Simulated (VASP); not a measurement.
# Sb (R-3m) in VASP: notebook

Aim: see how the results for Sb move with the level of theory and the settings. Levels: PBE, LDA, r2SCAN. Tasks: band structure.

Program: VASP 6.6.1. These are calculated values, not measurements. Logs are shortened: lines on timing, memory, paths and dates and some standing lists are left out, and cuts for length are marked.

## 1. Starting point

It takes space group R-3m (No. 166, trigonal). The conventional cell has a = 4.324 Å, b = 4.324 Å, c = 11.030 Å, α = 90.00°, β = 90.00°, γ = 120.00°. Sb (site symmetry 3m) has 6 Sb at 2.93 to 3.29 Å as nearest neighbours.

## 2. Band structure, PBE

Contents of INCAR:

```
PREC = Accurate
ENCUT = 520
EDIFF = 1E-6
ISMEAR = 1
SIGMA = 0.1
LREAL = F
LASPH = T
NELM = 80
ALGO = Normal
ISIF = 2
LWAVE = F
LCHARG = F
GGA = PE
KPAR = 4
```

Contents of KPOINTS:

```
regular mesh
0
Gamma
  10 10 10
```

Contents of POSCAR:

```
Sb                                      
1.0
    2.1620827596      1.2482790632      3.6767993594
   -2.1620827596      1.2482790632      3.6767993594
    0.0000000000     -2.4965581265      3.6767993594
  Sb            
     2
Direct
     0.2364761915998050    0.2364761915998050    0.2364761915998050
     0.7635238084001950    0.7635238084001950    0.7635238084001950
```

Contents of KPOINTS_OPT:

```
explicit points
213
Reciprocal
 0.0000000000  0.0000000000  0.0000000000 1
 0.0357142857  0.0000000000  0.0000000000 1
 0.0714285714  0.0000000000  0.0000000000 1
 0.1071428571  0.0000000000  0.0000000000 1
 0.1428571429  0.0000000000  0.0000000000 1
 0.1785714286  0.0000000000  0.0000000000 1
[... 205 lines left out ...]
 0.7812462900  0.3907773300  0.3907773300 1
 0.7393789900  0.3489100300  0.3489100300 1
```

Potentials or basis: VASP PAW PBE potentials, release 64 (Sb).

Started as:

```bash
cat potpaw_PBE.64/Sb/POTCAR > POTCAR
mpirun -np 4 vasp_std > vasp.out
```

OUTCAR:

```text
PREC = Accurate
   ENCUT = 520
   EDIFF = 1E-6
   ISMEAR = 1
   LREAL = F
   LASPH = T
   NELM = 80
   ISIF = 2
   GGA = PE

 ion  position               nearest neighbor table
   1  0.236  0.236  0.236-   2 2.93   2 2.93   2 2.93   2 3.29   2 3.29   2 3.29
   2  0.764  0.764  0.764-   1 2.93   1 2.93   1 2.93   1 3.29   1 3.29   1 3.29

  LATTYP: Found a trigonal (rhomboedric) cell.
 ALAT       =     4.4442835202
 COS(alpha) =     0.5266622852

  Lattice vectors:

 A1 = (   2.1620827596,   1.2482790632,   3.6767993594)
 A2 = (  -2.1620827596,   1.2482790632,   3.6767993594)
 A3 = (   0.0000000000,  -2.4965581265,   3.6767993594)

Analysis of symmetry for initial positions (statically):
=====================================================================
 Subroutine PRICEL returns:
 Original cell was already a primitive cell.

 Routine SETGRP: Setting up the symmetry group for a
 trigonal (rhombohedral) supercell.

 Subroutine GETGRP returns: Found 12 space group operations
 (whereof 12 operations were pure point group operations)
 out of a pool of 12 trial point group operations.

The static configuration has the point symmetry D_3d.

Analysis of symmetry for dynamics (positions and initial velocities):
=====================================================================
 Subroutine PRICEL returns:
 Original cell was already a primitive cell.

 Routine SETGRP: Setting up the symmetry group for a
 trigonal (rhombohedral) supercell.

 Subroutine GETGRP returns: Found 12 space group operations
 (whereof 12 operations were pure point group operations)
 out of a pool of 12 trial point group operations.

The dynamic configuration has the point symmetry D_3d.

 Subroutine INISYM returns: Found 12 space group operations
 (whereof 12 operations are pure point group operations),
 and found     1 'primitive' translations

----------------------------------------------------------------------------------------

                                     Primitive cell

  volume of cell :      59.5395

  direct lattice vectors                    reciprocal lattice vectors
     2.162082760  1.248279063  3.676799359     0.231258493  0.133517153  0.090658559
    -2.162082760  1.248279063  3.676799359    -0.231258493  0.133517153  0.090658559
     0.000000000 -2.496558127  3.676799359     0.000000000 -0.267034306  0.090658559

  length of vectors
     4.444283520  4.444283520  4.444283520     0.282004069  0.282004069  0.282004069

  position of ions in fractional coordinates (direct lattice)
     0.236476192  0.236476192  0.236476192
     0.763523808  0.763523808  0.763523808

  ion indices of the primitive-cell ions
   primitive index   ion index
                 1           1
                 2           2

----------------------------------------------------------------------------------------

 KPOINTS: regular mesh

Automatic generation of k-mesh.
 Grid dimensions read from file:
 generate k-points for:   10   10   10

 Generating k-lattice:

  Cartesian coordinates                     Fractional coordinates (reciprocal lattice)
     0.023125849  0.013351715  0.009065856     0.100000000 -0.000000000 -0.000000000
    -0.023125849  0.013351715  0.009065856    -0.000000000  0.100000000 -0.000000000
     0.000000000 -0.026703431  0.009065856    -0.000000000 -0.000000000  0.100000000

  Length of vectors
     0.028200407  0.028200407  0.028200407

  Shift w.r.t. Gamma in fractional coordinates (k-lattice)
     0.000000000  0.000000000  0.000000000

 Subroutine IBZKPT returns following result:
 ===========================================

 Found    116 irreducible k-points:

 Following reciprocal coordinates:
            Coordinates               Weight
  0.000000  0.000000  0.000000      1.000000
  0.100000 -0.000000 -0.000000      6.000000
  0.200000 -0.000000 -0.000000      6.000000
  0.300000 -0.000000 -0.000000      6.000000
  0.400000  0.000000 -0.000000      6.000000
  0.500000  0.000000 -0.000000      3.000000
[... 16 lines left out ...]
  0.300000  0.300000 -0.000000      6.000000
  0.400000  0.300000 -0.000000     12.000000
 [... further k-points ...]
   k-points           NKPTS =    116   k-points in BZ     NKDIM =    116   number of bands    NBANDS=      9
   number of dos      NEDOS =    301   number of ions     NIONS =      2
   total plane-waves  NPLWV =  46656
   dimension x,y,z NGX =    36 NGY =   36 NGZ =   36
   dimension x,y,z NGXF=    72 NGYF=   72 NGZF=   72
   ions per type =               2
   NGX,Y,Z   is equivalent  to a cutoff of  13.47, 13.47, 13.47 a.u.
   NGXF,Y,Z  is equivalent  to a cutoff of  26.93, 26.93, 26.93 a.u.
 SYSTEM =  unknown system
   PREC   = accura    normal or accurate (medium, high low for compatibility)
   ISTART =      0    job   : 0-new  1-cont  2-samecut
   ICHARG =      2    charge: 1-file 2-atom 10-const
   ISPIN  =      1    spin polarized calculation?
   LNONCOLLINEAR =      F non collinear calculations
   LSORBIT =      F    spin-orbit coupling
   LASPH  =      T    aspherical Exc in radial PAW
   ENCUT  =  520.0 eV  38.22 Ry    6.18 a.u.   8.26  8.26  8.26*2*pi/ulx,y,z
   NELM   =     80;   NELMIN=  2; NELMDL= -5     # of ELM steps
   EDIFF  = 0.1E-05   stopping-criterion for ELM
   LREAL  =      F    real-space projection
   EDIFFG = 0.1E-04   stopping-criterion for IOM
   NSW    =      0    number of steps for IOM
   IBRION =     -1    ionic relax: 0-MD 1-quasi-New 2-CG
   NFREE  =      0    steps in history (QN), initial steepest desc. (CG)
   ISIF   =      2    stress and relaxation
   ISYM   =      2    0-nonsym 1-usesym 2-fastsym
   POTIM  = 0.5000    time-step for ionic-motion
   TEBEG  =    0.0;   TEEND  =   0.0 temperature during run
   PSTRESS=    0.0 pullay stress
   NELECT =      10.0000    total number of electrons
   NUPDOWN=      -1.0000    fix difference up-down
   EMIN   =  10.00;   EMAX   =-10.00  energy-range for DOS
   EFERMI =   0.00;   METHOD = LEGACY
   ISMEAR =     1;   SIGMA  =   0.10  broadening in eV -4-tet -1-fermi 0-gaus
   EFERMI_NEDOS =   21; number of points for ismear=-14 and -15
   IALGO  =     38    algorithm
   IMIX   =      4    mixing-type and parameters
     AMIX     =   0.40;   BMIX     =  1.00
     AMIX_MAG =   1.60;   BMIX_MAG =  1.00
  volume/ion in A,a.u.               =      29.77       200.90
  Fermi-wavevector in a.u.,A,eV,Ry     =   0.903247  1.706889 11.100378  0.815855
  Thomas-Fermi vector in A             =   2.026549
   LORBIT       =      0    0 simple, 1 ext, 2 COOP (PROOUT), +10 PAW based schemes
   GGA     = PE    functional components
   LHFCALC =     F    Hartree Fock is set to
   AEXX    =    0.0000 exact exchange contribution
   IVDW    =     0    specifies the selected vdW correction
   LEPSILON=     F    determine dielectric tensor
   LRPA    =     F    only Hartree local field effects (RPA)
 non-spin polarized calculation
 Methfessel and Paxton  Order N= 1 SIGMA  =   0.10
  energy-cutoff  :      520.00
  volume of cell :       59.54
 maximum number of plane-waves:      1615
 NGX is ok and might be reduce to    36
   NGX = 17   NGY = 17   NGZ = 17

 number of electron      10.0000000 magnetization

 Free energy of the ion-electron system (eV)
  ---------------------------------------------------
  ext. energy  EPLUGINS =         0.00000000
  ---------------------------------------------------
  free energy    TOTEN  =        -8.24716186 eV

  energy without entropy =       -8.24702914  energy(sigma->0) =       -8.24711762

 E-fermi :   7.3621     XC(G=0):  -9.6052

 val. band max:        7.3584635099   @ k =   0.4000   0.1000   0.1000
 cond. band min:       7.4354175783   @ k =  -0.4000   0.5000   0.4000
 fundamental gap:      0.0769540684
 Fermi energy:         7.3620951829

 k-point     1 :       0.0000    0.0000    0.0000
  band No.  band energies     occupation
      1      -5.3172      2.00000
      2       2.7344      2.00000
      3       5.4508      2.00000
      4       5.5981      2.00000
      5       5.5981      2.00000
      6       9.7968      0.00000
      7      10.2603      0.00000
      8      10.2603      0.00000
      9      12.3540      0.00000

 k-point     2 :       0.1000   -0.0000   -0.0000
  band No.  band energies     occupation
      1      -5.2062      2.00000
      2       2.2018      2.00000
      3       5.4789      2.00000
      4       5.5881      2.00000
      5       5.8601      2.00000
      6       9.6425      0.00000
      7       9.9307      0.00000
      8       9.9467      0.00000
      9      12.0204      0.00000

 k-point     3 :       0.2000   -0.0000   -0.0000
  band No.  band energies     occupation
      1      -4.8751      2.00000
      2       1.0700      2.00000
      3       5.5171      2.00000
      4       5.5770      2.00000
      5       6.2941      2.00000
      6       9.0784     -0.00000
      7       9.1908     -0.00000
      8       9.2445     -0.00000
      9      12.0760      0.00000

 k-point     4 :       0.3000   -0.0000   -0.0000
  band No.  band energies     occupation
      1      -4.3300      2.00000
      2      -0.2044      2.00000
      3       5.5978      2.00000
      4       5.6134      2.00000
      5       6.6083      2.00000
      6       8.3116     -0.00000
      7       8.4378     -0.00000
      8       8.5019     -0.00000
      9      12.8449      0.00000

 k-point     5 :       0.4000    0.0000   -0.0000
  band No.  band energies     occupation
      1      -3.5894      2.00000
      2      -1.4289      2.00000
      3       5.6529      2.00000
      4       5.7660      2.00000
      5       6.8664      2.00000
      6       7.6418     -0.00056
      7       7.8872     -0.00000
      8       7.9134     -0.00000
      9      14.0724      0.00000

 k-point     6 :       0.5000    0.0000   -0.0000
  band No.  band energies     occupation
      1      -2.8897      2.00000
      2      -2.2964      2.00000
      3       5.6874      2.00000
      4       5.8596      2.00000
      5       7.0990      2.00127
      6       7.2698      2.03021
      7       7.6496     -0.00037
      8       7.6797     -0.00007
      9      15.3189      0.00000
[... 169 lines left out ...]
 k-point    21 :      -0.3000    0.2000   -0.0000
  band No.  band energies     occupation
      1      -3.4738      2.00000
      2      -1.1270      2.00000
      3       3.3634      2.00000
      4       5.7305      2.00000
      5       6.0212      2.00000
      6       8.0138     -0.00000
      7       8.6230     -0.00000
      8      11.4566      0.00000
      9      12.8078      0.00000

 k-point    22 :      -0.2000    0.2000    0.0000
  band No.  band energies     occupation
      1      -4.1410      2.00000
      2      -0.2199      2.00000
      3       3.7992      2.00000
      4       6.4230      2.00000
      5       6.4306      2.00000
      6       7.6769     -0.00008
      7       8.1685     -0.00000
      8      11.2315      0.00000
      9      12.0176      0.00000

 k-point    23 :       0.3000    0.3000   -0.0000
  band No.  band energies     occupation
      1      -4.0921      2.00000
      2       0.3806      2.00000
      3       3.6944      2.00000
      4       4.2088      2.00000
      5       4.5787      2.00000
      6       9.5038      0.00000
      7      10.8739      0.00000
      8      11.5854      0.00000
      9      12.0344      0.00000

 k-point    24 :       0.4000    0.3000   -0.0000
  band No.  band energies     occupation
      1      -3.6307      2.00000
      2      -0.1739      2.00000
      3       3.0912      2.00000
      4       4.0574      2.00000
      5       4.2711      2.00000
      6       9.6301      0.00000
      7      11.4842      0.00000
      8      11.6948      0.00000
      9      12.0316      0.00000

 [... further k-points ...]

------------------------ aborting loop because EDIFF is reached ----------------------------------------

  FORCE on cell =-STRESS in cart. coord.  units (eV):
  Direction    XX          YY          ZZ          XY          YZ          ZX
  --------------------------------------------------------------------------------------
  -------------------------------------------------------------------------------------
  Total        1.0001851      1.0001851      1.0061651     -0.0000000     -0.0000000      0.0000000
  in kB       26.9144678     26.9144678     27.0753844     -0.0000000     -0.0000000      0.0000000
  external PRESSURE =      26.9681066 kB  Pullay stress =       0.0000000 kB

 VOLUME and BASIS-vectors are now :
 -----------------------------------------------------------------------------
  energy-cutoff  :      520.00
  volume of cell :       59.54
      direct lattice vectors                 reciprocal lattice vectors
     2.162082760  1.248279063  3.676799359     0.231258493  0.133517153  0.090658559
    -2.162082760  1.248279063  3.676799359    -0.231258493  0.133517153  0.090658559
     0.000000000 -2.496558127  3.676799359     0.000000000 -0.267034306  0.090658559

 POSITION                                       TOTAL-FORCE (eV/Angst)
 -----------------------------------------------------------------------------------
      0.00000     -0.00000      2.60843         0.000000     -0.000000      0.001341
      0.00000     -0.00000      8.42197         0.000000      0.000000     -0.001341
 -----------------------------------------------------------------------------------
    total drift:                               -0.000000     -0.000000     -0.000000

  FREE ENERGIE OF THE ION-ELECTRON SYSTEM (eV)
  ---------------------------------------------------
  free  energy   TOTEN  =        -8.2471618636 eV

  energy  without entropy=       -8.2470291405  energy(sigma->0) =       -8.24711762
```

Run time: 12 s. Hardware: 4 MPI ranks of Intel Xeon 6975P-C (Granite Rapids), shared host; peak memory 0.26 GiB.

What came out:

| Property | Result |
| --- | --- |
| Free energy | -8.2472 eV |
| Pressure | 2.7 GPa |
| Band gap along the path | none (metal or under the smearing width) |

Levels at the corners of the path, in eV from the Fermi level:
```
point  band 2  band 3  band 4  band 5  band 6  band 7  band 8  band 9
    Γ   -4.63   -1.91   -1.76   -1.76    2.43    2.90    2.90    4.99
    L   -9.66   -1.67   -1.50   -0.26   -0.09    0.29    0.32    7.96
    L   -9.66   -1.67   -1.50   -0.26   -0.09    0.29    0.32    7.96
   B1   -9.02   -4.98   -4.86   -0.50    0.64    4.75    4.80    6.17
    B   -9.02   -4.98   -4.86   -0.50    0.64    4.75    4.80    6.20
    Z   -9.11   -1.19   -1.19   -0.37   -0.01   -0.01    0.99    7.42
    Z   -9.11   -1.19   -1.19   -0.37   -0.01   -0.01    0.99    7.42
    Γ   -4.63   -1.91   -1.76   -1.76    2.43    2.90    2.90    4.99
    Γ   -4.63   -1.91   -1.76   -1.76    2.43    2.90    2.90    5.00
    X   -9.04   -5.30   -3.13   -2.82    2.91    3.42    4.11    6.16
    Q   -9.04   -5.30   -3.13   -2.82    2.91    3.42    4.11    6.16
    F   -7.81   -5.53   -3.72   -3.67    1.69    5.13    5.52    7.20
    F   -7.81   -5.53   -3.72   -3.67    1.69    5.13    5.52    7.20
   P1   -8.70   -5.35   -3.20   -2.73    2.77    3.26    4.53    6.29
   P1   -8.70   -5.35   -3.20   -2.73    2.77    3.26    4.53    6.29
    Z   -9.11   -1.19   -1.19   -0.37   -0.01   -0.01    0.99    7.42
    L   -9.66   -1.67   -1.50   -0.26   -0.09    0.29    0.32    7.96
    P   -8.70   -5.35   -3.20   -2.73    2.77    3.26    4.53    6.29
```

Caveat: spin-orbit coupling is left out, which moves the levels of the heavy elements.

## 3. Band structure, LDA

INCAR, as its differences from that of step 2:

```diff
@@ -12,3 +12,3 @@
 LCHARG = F
-GGA = PE
+GGA = CA
 KPAR = 4
```

KPOINTS is that of step 2.

POSCAR is that of step 2.

KPOINTS_OPT is that of step 2.

Potentials or basis: VASP PAW LDA potentials, release 64 (Sb).

Started as:

```bash
cat potpaw_LDA.64/Sb/POTCAR > POTCAR
mpirun -np 4 vasp_std > vasp.out
```

Wall time 10 s (4 MPI ranks of Intel Xeon 6975P-C (Granite Rapids), shared host); peak memory 0.23 GiB.

Results (log left out):

| Quantity | Value |
| --- | --- |
| Free energy | -9.6276 eV |
| Pressure | -1.1 GPa |
| Largest force | 0.094 eV/Å |
| Band gap along the path | none (metal or under the smearing width) |

Forces in eV/Å, atoms in the order of the input:
```
Sb   0.000  0.000 -0.094
Sb   0.000  0.000  0.094
```

Levels at the corners of the path, in eV from the Fermi level:
```tsv
point	band 2	band 3	band 4	band 5	band 6	band 7	band 8	band 9
Γ	-4.71	-1.88	-1.73	-1.73	2.44	2.89	2.89	5.02
L	-9.66	-1.63	-1.46	-0.23	-0.11	0.28	0.34	7.92
L	-9.66	-1.63	-1.46	-0.23	-0.11	0.28	0.34	7.91
B1	-9.04	-4.94	-4.82	-0.48	0.64	4.75	4.80	6.12
B	-9.04	-4.94	-4.82	-0.48	0.64	4.75	4.80	6.15
Z	-9.11	-1.15	-1.15	-0.40	0.02	0.02	0.98	7.37
Z	-9.11	-1.15	-1.15	-0.40	0.02	0.02	0.98	7.37
Γ	-4.71	-1.88	-1.73	-1.73	2.44	2.89	2.89	5.02
Γ	-4.71	-1.88	-1.73	-1.73	2.44	2.89	2.89	5.02
X	-9.05	-5.26	-3.09	-2.80	2.91	3.40	4.13	6.11
Q	-9.05	-5.26	-3.09	-2.80	2.91	3.40	4.13	6.11
F	-7.83	-5.49	-3.68	-3.63	1.73	5.09	5.48	7.12
F	-7.83	-5.49	-3.68	-3.63	1.73	5.09	5.48	7.12
P1	-8.71	-5.31	-3.15	-2.71	2.78	3.25	4.51	6.23
P1	-8.71	-5.31	-3.15	-2.71	2.78	3.25	4.51	6.23
Z	-9.11	-1.15	-1.15	-0.40	0.02	0.02	0.98	7.37
L	-9.66	-1.63	-1.46	-0.23	-0.11	0.28	0.34	7.91
P	-8.71	-5.31	-3.15	-2.71	2.78	3.25	4.51	6.23
```

Caveat: spin-orbit coupling is left out, which moves the levels of the heavy elements.

(Part 1 of 2 ends here.)
